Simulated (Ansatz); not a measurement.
# Ti: LAPW beside PAW

Aim: solve Ti at one geometry with LAPW, all electrons, PAW with frozen cores and all-electron PAW on datasets made for the crystal, and see where they agree.

This is Ti in the bcc structure; at room conditions it is hcp.

Program: Ansatz 0.2.0. Level of theory: DFT PBE, scalar-relativistic. These are calculated values, not measurements.

### 1 The system as given

The structure is cubic, space group Im-3m (No. 229). Conventional cell: a = 3.282 Å, b = 3.282 Å, c = 3.282 Å, α = 90.00°, β = 90.00°, γ = 90.00°. Ti (site symmetry m-3m) is surrounded by 8 Ti at 2.84 Å.

Coordinates:

```xyz
1
Lattice="-1.6410 1.6410 1.6410 1.6410 -1.6410 1.6410 1.6410 1.6410 -1.6410" Properties=species:S:1:pos:R:3 pbc="T T T"
Ti    0.0000    0.0000    0.0000
```

Structure: COD 9012924, as refined from experiment and not relaxed.

### 2 LAPW, all electrons

Input file input.yaml:

```yaml
crystal:
  lattice:
    - [-1.641, 1.641, 1.641]
    - [1.641, -1.641, 1.641]
    - [1.641, 1.641, -1.641]
  atoms:
    - { symbol: Ti, position: [0.0, 0.0, 0.0] }
kpoints:
  mp_grid: { grid: [14, 14, 14] }
  band_path:
    path:
      - [0.0, 0.0, 0.0]
      - [0.5, -0.5, 0.5]
      - [0.0, 0.0, 0.5]
      - [0.0, 0.0, 0.0]
      - [0.25, 0.25, 0.25]
      - [0.5, -0.5, 0.5]
      - [0.25, 0.25, 0.25]
      - [0.0, 0.0, 0.5]
    npoints: 14
scf:
  occupations: { method: fermi_dirac, width: 0.05 }
hamiltonian:
  xc: pbe
  pseudopotentials: { kind: all_electron, lapw: { basis_error: 0.00025 } }
output:
  forces: true
  stress: true
  eigenvalues: true
  populations: true
  dos: { projected: true, de: 0.2, e_range: [-14, 8] }
```

Command:

```
> ansatz run input.yaml --threads 1 --pin off --max-ram 3072MiB --backend cpu --events-out ev --progress --plain --runs-dir out
```

What it wrote:

```text
Ti: projections on atomic orbitals take those of the free atom 1s2 2s2 2p6 3s2 3p6 3d2 4s2, of charge +0.00 (hamiltonian.pseudopotentials.projection_atoms)
LAPW: plane waves up to 8.313 Å⁻¹, error target 2.5e-4 eV per atom; small_component_spin mean_spin; Ti in spheres of 1.421 Å, 12 of its electrons in bands, Dirac shells []
Engine: ansatz 0.2.0
Pseudopotentials: kind: all_electron
Pseudopotential: Ti, LAPW, valence charge 12, Koelling and Harmon's equation, gaussian nucleus
Functional definition: PBE
  parameter kappa = 0.804
  parameter beta = 0.06672455060314922
  exchange = pbe_x(kappa = kappa, mu = beta*pi^2/3)
  correlation = pbe_c(beta = beta)
Crystal: 1 atoms, lattice volume = 17.676 Å³
Basis set: ecut = 263.3031996914074 eV, 177 PW (Γ), exchange–correlation at level 2
Bands: 10, of which v1, the nominal top of the filled ones, is band 6 counted from 1 (5 counted from 0)
Symmetry: 48 space group operations
Space group: Im-3m (ITA 229), of the structure as read, at distance tolerance 2.6e-5 Å
k-points: 104 of 2744
Non-local potential: Ti, projectors of the file, none
Initial density: superposition of atomic densities (chi_scale 0.1, normalization cell)
Initial wavefunctions: plane waves of lowest kinetic energy (no species holds an atomic orbital)
Functional: x = pbe(κ = 0.804, μ = 0.2195149727645171), c = pbe(β = 0.06672455060314922)
iter 1 solved again at ethr=6.13e-4 eV; its pass at ethr=1.00e-1 eV (dr2=7.36e-2 eV) is discarded
SCF iter   1: F=—  HF=-23233.388514 eV  |F-HF|=—  |Δ(HF+E_count)|=         —  Δρ=2.35e-2  dr2=7.41e-2  ethr=6.13e-4  ⟨swp⟩=2.8  Hψ=7677  notcnv=0
preconditioner: auto → none  [metal: Δε(μ)=0.026 eV  Ē_g=4.413 eV  σ=0.050 eV  W_gap=0.13  n_scr=0 (ndim 8)  ℏωp=17.7 eV  f_vac=0.000  D(μ)=2.42/eV (n_scr^D=42)]
iter 2 solved again at ethr=2.05e-6 eV; its pass at ethr=6.13e-4 eV (dr2=2.47e-4 eV) is discarded
SCF iter   2: F=—  HF=-23233.244149 eV  |F-HF|=—  |Δ(HF+E_count)|=   1.44e-1  Δρ=1.53e-3  dr2=2.45e-4  ethr=2.05e-6  ⟨swp⟩=2.8  Hψ=5791  notcnv=0
SCF iter   3: F=—  HF=-23233.225280 eV  |F-HF|=—  |Δ(HF+E_count)|=   1.89e-2  Δρ=2.88e-3  dr2=1.10e-3  ethr=2.04e-6  ⟨swp⟩=3.0  Hψ=3671  notcnv=0
SCF iter   4: F=—  HF=-23233.225220 eV  |F-HF|=—  |Δ(HF+E_count)|=   5.93e-5  Δρ=1.48e-4  dr2=2.46e-6  ethr=2.04e-6  ⟨swp⟩=2.0  Hψ=3061  notcnv=0
SCF iter   5: F=—  HF=-23233.225219 eV  |F-HF|=—  |Δ(HF+E_count)|=   1.41e-6  Δρ=4.39e-5  dr2=2.47e-7  ethr=2.05e-8  ⟨swp⟩=3.0  Hψ=3253  notcnv=0
SCF iter   6: F=-23233.225218 eV  HF=-23233.225218 eV  |F-HF|=1.81e-8  |Δ(HF+E_count)|=   5.42e-7  Δρ=5.07e-6  dr2=3.15e-9  ethr=2.06e-9  ⟨swp⟩=2.0  Hψ=3060  notcnv=0
SCF 1 converged in 6 iterations: F = -23233.225218 eV  dr2 = 3.15e-9
NSCF: frozen V_eff on 99 k-points
SCF converged after 6 iterations
Free energy (F): -23233.225218 eV
Harris-Foulkes:  -23233.225218 eV  (|F-HF|=1.81e-8)
Internal energy: -23233.204541 eV  (E = F + TS)
E sigma→0 (E₀):  -23233.214879 eV
Entropy (-TS):   -0.020678 eV (-20.678 meV/atom)
Fermi energy:    13.253184 eV
--- Per-component energies (eV) ---
  E_band       = -155.371203
  E_kinetic    = 23456.716251
  E_xc         = -1147.878660
  E_electrostatic = -45542.042131  (all electrons and nuclei)
  E_smearing   = -0.020678  (= −TS)
  E_closure    = 0.000000  (closes the sum)
  E_atoms      = -23226.621050  (free atoms, spherical and without spin; not in F)
  Σ components = -23233.225218   (vs F -23233.225218, Δ=0.00e0)
  Basis errors (estimates in eV, not in F): energy 2.8e-5 per atom: plane waves 2.2e-5 (1.2e-5 summed), levels above the bands 7.6e-70, relativity 2.8e-9, radial functions 5.8e-6, core shells 4.1e-8; eigenvalues (radial functions only) 2.3e-7; not estimated: angular momenta, meshes, grids; target (lapw.basis_error) 2.5e-4; muffin-tin radii Ti 1.421 Å
--- Forces (eV/Å), atoms counted from 1 ---
  atom   1  Ti    -0.00000000     0.00000000     0.00000000
  max |Σ_I F_I| component: 2.47e-32 eV/Å
--- Stress (GPa, compression-positive) ---
       -2.404344       0.000000      -0.000000
        0.000000      -2.404344       0.000000
       -0.000000       0.000000      -2.404344
  P = ⅓ Tr σ = -2.4043 GPa (-24.043 kbar)
--- Band table (eV; the first three rows and the last of 104) ---
  k-point 0: bands = ["-43.2662", "-19.1567", "-19.1567", "-19.1567", "7.3693", "14.2367", "14.2367", "14.2367", "15.9599", "15.9599"]
  k-point 1: bands = ["-43.2601", "-19.1895", "-19.1668", "-19.1569", "7.5405", "14.1592", "14.2143", "14.3606", "15.8710", "15.9647"]
  k-point 2: bands = ["-43.2432", "-19.2808", "-19.1952", "-19.1574", "8.0348", "13.9489", "14.1032", "14.7207", "15.7052", "15.9838"]
  k-point 103: bands = ["-43.0563", "-19.5958", "-19.5958", "-19.5958", "11.2119", "11.2119", "17.1023", "17.1023", "17.1023", "21.4880"]
--- Löwdin populations: 1 site ---
  site symbol       q [e]
     0     Ti     21.8761
  spilling = 0.005634 (of n_electrons = 22.000000)
```

It took 11 s on 1 thread of Arm Neoverse V1, shared host; peak memory 0.28 GiB.

Result: pressure -2.40 GPa; no gap.

Levels at the path's labelled points, in eV from the Fermi level:

```tsv
point	band 3	band 4	band 5	band 6	band 7	band 8	band 9
Γ	-32.41	-32.41	-5.88	0.98	0.98	0.98	2.71
H	-32.85	-32.85	-2.04	-2.04	3.85	3.85	3.85
N	-32.61	-32.41	-2.40	-0.37	1.09	2.69	3.03
Γ	-32.41	-32.41	-5.88	0.98	0.98	0.98	2.71
P	-32.72	-32.72	-0.60	-0.60	-0.60	3.09	3.09
H	-32.85	-32.85	-2.04	-2.04	3.85	3.85	3.85
P	-32.72	-32.72	-0.60	-0.60	-0.60	3.09	3.09
N	-32.61	-32.41	-2.40	-0.37	1.09	2.69	3.03
```

States per cell in windows of 1 eV (zero at the Fermi level; grid of 0.20 eV, so sharp peaks spill over the borders):

```tsv
from	to	total	Ti 3d	Ti 4s
-6	-5	0.04	0.00	0.04
-5	-4	0.12	0.00	0.11
-4	-3	0.22	0.03	0.18
-3	-2	0.55	0.26	0.27
-2	-1	1.15	0.93	0.19
-1	0	1.68	1.56	0.03
0	1	1.93	1.67	0.10
1	2	0.55	0.54	0.00
2	3	2.19	2.15	0.01
3	4	2.23	2.09	0.10
4	5	0.55	0.35	0.12
```

### 3 PAW with frozen cores

Edit input.yaml of step 2 so:

```diff
@@ -24,3 +24,3 @@
   xc: pbe
-  pseudopotentials: { kind: all_electron, lapw: { basis_error: 0.00025 } }
+  pseudopotentials: { kind: paw }
 output:
@@ -29,3 +29,9 @@
   eigenvalues: true
+  efg: { contact_densities: true }
   populations: true
+  bader: true
   dos: { projected: true, de: 0.2, e_range: [-14, 8] }
+  write_density: true
+  write_potential: true
+  elf: true
+  volumetric_format: npy
```

Command:

```
> ansatz run input.yaml --threads 1 --pin off --max-ram 3072MiB --backend cpu --events-out ev --progress --plain --runs-dir out
```

What it wrote, cut to the lines that bear on the results:

```text
[...]
Pseudopotentials: kind: paw
Pseudopotential: Ti, paw, valence charge 12, recommended cutoff 420 eV (normal)
[... 1 set-up line as earlier in the session ...]
[...]
Crystal: 1 atoms, lattice volume = 17.676 Å³
Basis set: ecut = 420 eV, 369 PW (Γ), exchange–correlation on 40×40×40 points (8 copies of the dense FFT grid, shifted against one another)
Bands: 10, of which v1, the nominal top of the filled ones, is band 6 counted from 1 (5 counted from 0)
[... 2 set-up lines as earlier in the session ...]
k-points: 104 of 2744
[...]
SCF iter   1: F=—  HF=-2499.561552 eV  |F-HF|=—  |Δ(HF+E_count)|=         —  Δρ=2.11e-3  dr2=6.74e-4  ethr=1.77e-3  ⟨swp⟩=4.3  Hψ=5533  notcnv=0
[...]
  atom   1  Ti     0.00000000    -0.00000000     0.00000000
[...]
--- Stress (GPa, compression-positive) ---
       -2.398178       0.000000       0.000000
        0.000000      -2.398178       0.000000
       -0.000000       0.000000      -2.398178
  P = ⅓ Tr σ = -2.3982 GPa (-23.982 kbar)
--- PAW observables at the nuclei: V_zz in 10²¹ V/m², potentials from the cell's mean, atoms counted from 1 ---
  atom   1  Ti V_zz =    -0.000000   η = 0.0000   by run symmetry: forbidden
            electrostatic potential = -2530.919649 V   contact ρ = 56790.500441 e/Å³
--- Band table (eV; the first three rows and the last of 104) ---
  k-point 0: bands = ["-43.6709", "-19.5610", "-19.5610", "-19.5610", "6.9622", "13.8300", "13.8300", "13.8300", "15.5534", "15.5534"]
[...]
--- Löwdin populations: 1 site ---
  site symbol       q [e]
     0     Ti     11.8683
  spilling = 0.010978 (of n_electrons = 12.000000)
--- Bader charges: 1 site ---
  site symbol  charge [e]  shift [e]
     0     Ti      0.0000     0.0000
  estimated error of the sums over rays = 2.6e-7 e
```

Run time: 6.6 s. Hardware: 1 thread of Arm Neoverse V1, shared host; peak memory 0.33 GiB.

Result: pressure -2.40 GPa; no gap.

The fields are shown in the conventional cell of this run's space group, carried over from its grid by interpolation.

Density in a lattice plane of the grid's cell (edges 3.28 and 3.28 Å, at 0.000 of the third edge), which holds Ti.

Ten even steps from ' ' (0.17 e/Å³) to '@' (10.23 e/Å³):
```
@@@@%%**--..                          ..--**%%@@
%%##**==::..                          ..::==**##
++==--::..                              ..::--==
::::....                                  ....::
                                                
                                                
                                                
                                                
                                                
                                                
                                                
                                                
                                                
                                                
                                                
::::....                                  ....::
++==--::..                              ..::--==
%%##**==::..                          ..::==**##
@@@@%%**--..                          ..--**%%@@
@@@@%%**==::                          ::==**%%@@
```
Columns run along the first of these edges and rows up along the second, over one cell in 24 and 20 even steps from the bottom left corner. Atoms in the plane (fractional): Ti at (0.00, 0.00).

ELF in the same plane.

Ten even steps from ' ' (0.00) to '@' (0.64):
```
..::++%%@@%%++::..--==**##**==--..::++%%@@%%++::
++**%%@@@@##==::::--++##%%##++--::::==##@@@@%%**
%%@@@@@@##++--::::==**##%%##**==::::--++##@@@@@@
%%%%##**++--::::--++##%%@@%%##++--::::--++**##%%
++++==--::::::--==**%%%%@@%%%%**==--::::::--==++
::::::::::::--++**##%%%%@@%%%%##**++--::::::::::
::::::::--==++**##%%%%%%%%%%%%%%##**++==--::::::
--====++++**##%%%%%%%%%%%%%%%%%%%%%%##**++++====
******##%%%%%%%%%%%%%%######%%%%%%%%%%%%%%##****
######%%%%@@@@@@%%%%##########%%%%@@@@@@%%%%####
******##%%%%%%%%%%%%%%######%%%%%%%%%%%%%%##****
--====++++**##%%%%%%%%%%%%%%%%%%%%%%##**++++====
::::::::--==++**##%%%%%%%%%%%%%%##**++==--::::::
::::::::::::--++**##%%%%@@%%%%##**++--::::::::::
++++==--::::::--==**%%%%@@%%%%**==--::::::--==++
%%%%##**++--::::--++##%%@@%%##++--::::--++**##%%
%%@@@@@@##++--::::==**##%%##**==::::--++##@@@@@@
++**%%@@@@##==::::--++##%%##++--::::==##@@@@%%**
..::++%%@@%%++::..--==**##**==--..::++%%@@%%++::
    --##@@%%++--..::==**##**==::..--++%%@@##--  
```
Columns run along the first of these edges and rows up along the second, over one cell in 24 and 20 even steps from the bottom left corner. Atoms in the plane (fractional): Ti at (0.00, 0.00).

Both are smooth fields of the valence electrons: close to the nuclei they are not physical.

Maxima of ELF outside the ion cores: 0.60 between the atoms, 1.8 Å from Ti.

### 4 All-electron PAW on datasets made for the crystal

Edit input.yaml of step 3 so:

```diff
@@ -19,3 +19,3 @@
       - [0.0, 0.0, 0.5]
-    npoints: 14
+    npoints: 8
 scf:
@@ -24,3 +24,3 @@
   xc: pbe
-  pseudopotentials: { kind: paw }
+  pseudopotentials: { kind: all_electron, datasets: crystal }
 output:
@@ -30,8 +30 @@
   efg: { contact_densities: true }
-  populations: true
-  bader: true
-  dos: { projected: true, de: 0.2, e_range: [-14, 8] }
-  write_density: true
-  write_potential: true
-  elf: true
-  volumetric_format: npy
```

Command:

```
> ansatz run input.yaml --threads 1 --pin off --max-ram 3072MiB --backend cpu --events-out ev --progress --plain --runs-dir out
```

What it wrote, cut to the lines that bear on the results:

```text
[...]
band count auto-derived: 7 (N_el = 4.0; filled up to band 2; 6 by the electrons, moments and atoms)
[...]
[... 1 set-up line as earlier in the session ...]
Pseudopotential: Ti, paw, valence charge 12, recommended cutoff 260 eV (normal), Koelling and Harmon's equation, gaussian nucleus
[... 1 set-up line as earlier in the session ...]
[...]
Crystal: 1 atoms, lattice volume = 17.676 Å³
Basis set: ecut = 260 eV, 177 PW (Γ), exchange–correlation on 30×30×30 points (8 copies of the dense FFT grid, shifted against one another)
Bands: 7, of which v1, the nominal top of the filled ones, is band 2 counted from 1 (1 counted from 0)
[... 2 set-up lines as earlier in the session ...]
k-points: 104 of 2744
[...]
SCF iter   1: F=—  HF=-23233.443975 eV  |F-HF|=—  |Δ(HF+E_count)|=         —  Δρ=5.82e-2  dr2=6.45e-1  ethr=1.62e-2  ⟨swp⟩=2.1  Hψ=4481  notcnv=0
[...]
Fermi energy:    13.253075 eV
[...]
  The terms above E_closure are by the made datasets' own strengths, without shells solved beside the bands.
--- Forces (eV/Å), atoms counted from 1 ---
  atom   1  Ti    -0.00000000    -0.00000000     0.00000000
[...]
--- Stress (GPa, compression-positive) ---
       -2.403971       0.000000       0.000000
        0.000000      -2.403971      -0.000000
       -0.000000      -0.000000      -2.403971
  P = ⅓ Tr σ = -2.4040 GPa (-24.040 kbar)
  It holds what live shells' own plane waves past their cutoff add
--- PAW observables at the nuclei: V_zz in 10²¹ V/m², potentials from the cell's mean, atoms counted from 1 ---
  atom   1  Ti V_zz =    -0.000000   η = 0.0000   by run symmetry: forbidden
            electrostatic potential = -2530.852268 V   contact ρ = 56837.896072 e/Å³
--- Band table (eV; the first three rows and the last of 104) ---
  k-point 0: bands = ["7.3693", "14.2366", "14.2366", "14.2366", "15.9597"]
[...]
```

Run time: 5.5 s. Hardware: 1 thread of Arm Neoverse V1, shared host; peak memory 0.31 GiB.

In short: pressure -2.40 GPa; no gap.

```tsv
atom	contact density (e/Å³)
Ti	56837.9
```

### 5 The methods compared

```
          method  pressure (GPa)  SCF cycles, all passes
            LAPW           -2.40                       6
             PAW           -2.40                       6
crystal datasets           -2.40                       7
```

### 6 Summary of results

| quantity | value |
| --- | --- |
| pressure | LAPW -2.40, PAW -2.40, crystal datasets -2.40 GPa |
| gap (LAPW) | none |
| highest ELF (PAW) | 0.60, 1.80 Å from Ti |

**Reading.** At this geometry the cell is under tension of 2.4 GPa, so it would shrink if let go. There is no gap at this level; the crystal is a metal here. Within 0.3 eV of the Fermi level the largest projected share is Ti 3d (94 %). The projection holds only the free atom's occupied shells (Ti 4s, Ti 3d in this range). PAW lies less than 0.01 GPa from LAPW in pressure. The price, with the outputs that each input asks for: 11 s for LAPW against 6.6 s for PAW, about 1.6 to one.
